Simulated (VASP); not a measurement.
## Mg4Sn: single point with PBE

Crystal: Mg4Sn.

```
Mg Sn
1.0
    -3.31304    3.31304    3.31304
     3.31304   -3.31304    3.31304
     3.31304    3.31304   -3.31304
Mg Sn
4 1
Direct
  0.00000 0.00000 0.50000
  0.50000 0.00000 0.00000
  0.00000 0.50000 0.00000
  0.50000 0.50000 0.50000
  0.00000 0.00000 0.00000
```

The cell was built by a generator and needn't be a form met in nature.

The cell isn't the ideal one: species swapped into the Hg4Pt type (Im-3m, No. 229).

| Item | Value |
| --- | --- |
| Program | VASP 6.6.1 |
| Task | single point |
| Functional | PBE |
| Potentials or basis | VASP PAW PBE potentials, release 64 (Mg, Sn_d) |
| Cutoff | 520 eV |
| k mesh | 4 × 4 × 4 |
| Occupations | gaussian, width 0.1 eV |
| Spin | no spin polarisation |
| Dipole correction | no |
| Further INCAR settings | ALGO = Fast; EDIFF = 1e-06; NBANDS = 19 |

```json
{
 "Pressure": "0.3 GPa",
 "Band gap on the k mesh": "none (metal or under the smearing width)"
}
```

Levels at points of the mesh, in eV from the Fermi level:
| k point | band 7 | band 8 | band 9 | band 10 | band 11 | band 12 | band 13 | band 14 | band 15 | band 16 |
| --- | --- | --- | --- | --- | --- | --- | --- | --- | --- | --- |
| (0.00, 0.00, 0.00) | -2.50 | -2.48 | -2.48 | -2.48 | 0.21 | 0.21 | 0.21 | 0.72 | 0.72 | 0.72 |
| (0.50, 0.00, 0.00) | -4.96 | -3.26 | -2.56 | -2.00 | -1.17 | 0.98 | 1.53 | 1.72 | 2.00 | 3.68 |
| (0.50, 0.50, 0.50) | -4.18 | -4.18 | -4.18 | -1.85 | -1.85 | 2.45 | 2.45 | 2.45 | 2.57 | 2.57 |

Run time: 47 s on 1 thread of Intel(R) Xeon(R) Platinum 8259CL CPU @ 2.50GHz (Skylake/Cascade Lake), with other jobs on the host, peak memory 0.31 GiB.
